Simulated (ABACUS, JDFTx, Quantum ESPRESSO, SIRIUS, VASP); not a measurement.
Si2Ni: programs and potentials compared

```
CELL_PARAMETERS angstrom
0.00000 2.70300 2.70300
2.70300 0.00000 2.70300
2.70300 2.70300 0.00000
ATOMIC_POSITIONS crystal
Ni 0.00000 0.00000 0.00000
Si 0.75000 0.75000 0.75000
Si 0.25000 0.25000 0.25000
```

Alike in all runs: task single point; functional PBE; k mesh 9 × 9 × 9; occupations fermi-dirac, width 0.05 eV; collinear spin, ferromagnetic start; no spin-orbit coupling. Pressure is positive in compression and, in plane waves, holds the error of the finite cutoff.

```tsv
program and potentials	plane-wave cutoff (eV)	notes	pressure (GPa)	net moment per atom (μB)
JDFTx, PseudoDojo-SR-PBE-0.5-standard	1333	8.67 valence electrons an atom on average	3.91	0.00
SIRIUS, all-electron FP-LAPW, apw+lo standard	-	-	-	0.00
VASP, PBE PAW files Ni, Si, 520 eV	520	6 valence electrons an atom on average	3.76	0.00
ABACUS, PseudoDojo NC SR 0.4.1 PBE standard, plane waves	1333	8.67 valence electrons an atom on average	3.88	0.00
Quantum ESPRESSO, SSSP 1.3 efficiency PBE	748	8.67 valence electrons an atom on average	4.06	0.00
```

The pressure spans 3.76 (VASP, PBE PAW files Ni, Si, 520 eV) to 4.06 GPa (Quantum ESPRESSO, SSSP 1.3 efficiency PBE). All agree on the net moment per atom. The state is the one that the start led to, which needn't be the lowest.

The functional is the same throughout but for its coding, so the spread measures potentials, basis and numerics; runs on potential files found faulty are left out.

The positive pressure in all four runs that report one means that PBE would expand this fluorite-type cell. That fits the functional's usual slight underbinding if the cell is close to the measured one, as it appears to be. The two PseudoDojo runs, at 3.91 and 3.88 GPa, nearly coincide although the programs differ, so the wider spread probably comes from the potentials and basis, with the frozen Ni 3s and 3p shells in the VASP run one possible contributor.

The moment vanishes from a ferromagnetic start in every run, the all-electron one included, so its absence is not an artefact of the pseudopotentials. Elemental nickel is ferromagnetic because a narrow, partly filled d band gives a high density of states at the Fermi level. In the disilicide each Ni has only Si as nearest neighbours, and the Ni 3d states mix with Si 3p and lie largely filled below the Fermi level, leaving too few states there for a Stoner instability. With a single Ni in the cell, antiferromagnetic order remains untested.
